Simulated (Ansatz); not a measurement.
## Ga under changes of volume

One of the cells (18.191 Å³/atom); the others are scaled copies at fixed shape and fractional positions:

```
Ga
1.0
     2.77842    0.00000    0.00000
     0.00000    3.28161    0.00000
    -1.34343    0.00000    3.99027
Ga
2
Direct
  0.13460 0.75000 0.77017
  0.86540 0.25000 0.22983
```

This isn't the form of Ga at room conditions, which is orthorhombic.

| Property | Result |
| --- | --- |
| Program | Ansatz 0.2.0 |
| Functional | PBEsol |
| Potentials or basis | Ansatz PAW |
| Cutoff | 420 eV (not typed: the program's choice for these potentials) |
| k mesh | 10 × 8 × 7 |
| Occupations | fermi-dirac, width 0.05 eV |
| Spin | no spin polarisation |

```tsv
volume (Å³/atom)	energy over the lowest point (meV/atom)	pressure (GPa)	largest force (eV/Å)
17.100	?	?	?
17.463	2.83	1.9	0.087
17.827	0.00	0.5	0.079
18.191	0.16	-0.7	0.071
18.555	2.89	-1.7	0.063
18.919	7.93	-2.7	0.055
19.283	15.10	-3.6	0.048
```

What does the run at 17.100 Å³/atom give?

Energy over the lowest point 8.97 meV/atom; pressure 3.4 GPa; largest force 0.095 eV/Å.

Worked out: A Birch-Murnaghan fit of order 3 (a polynomial in V^(-2/3)) to the other rows has its minimum at 17.99 Å³/atom with B0 = V·E''(V) = 60 GPa and B' = 4.7 at fixed shape and positions, which overstates the stiffness. It gives 8.89 meV/atom at 17.100 Å³/atom, against the run's 8.97, and -dE/dV = 3.5 GPa, against 3.4.

Energies are extrapolated to zero smearing.

Caveats: the PAW data sets come from PBE, with cores solved anew for the run's functional, which leaves a small shift of forces and pressure.
